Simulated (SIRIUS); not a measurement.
BN:

```
N B
1.0
     0.00000    1.81300    1.81300
     1.81300    0.00000    1.81300
     1.81300    1.81300    0.00000
N B
1 1
Cartesian
  0.9065 0.9065 0.9065
  0.0000 0.0000 0.0000
```

The cell is a database's computed one.

Base run:

```yaml
Program: SIRIUS 7.12.0
Functional: PBEsol
Potentials_or_basis: PseudoDojo 0.4.1 PBE standard (scalar relativistic)
Cutoff: 1152 eV
Density_cutoff: 4606 eV
k_mesh: 13 × 13 × 13
Occupations: fermi-dirac, width 0.05 eV
Spin: no spin polarisation
```

Its results: band gap on the k mesh 4.38 eV; pressure -5.4 GPa.

Task: After a change of settings the same cell gave: band gap on the k mesh 4.33 eV; pressure -6.5 GPa. Which change was it?
A. potentials or basis from PseudoDojo 0.4.1 PBE standard (scalar relativistic) to PseudoDojo 0.4.1 PBEsol standard (scalar relativistic)
B. functional from PBEsol to LDA; libxc names from ["XC_GGA_X_PBE_SOL", "XC_GGA_C_PBE_SOL"] to ["XC_LDA_X", "XC_LDA_C_PW"]
C. program from SIRIUS 7.12.0 to SIRIUS 7.10.0; potentials or basis from PseudoDojo 0.4.1 PBE standard (scalar relativistic) to PseudoDojo 0.4.1 PBEsol standard (scalar relativistic)

Result: B.

Caveats: the potentials were made for another functional, which shifts forces and pressure.

The runs were made with more than one version of the program.
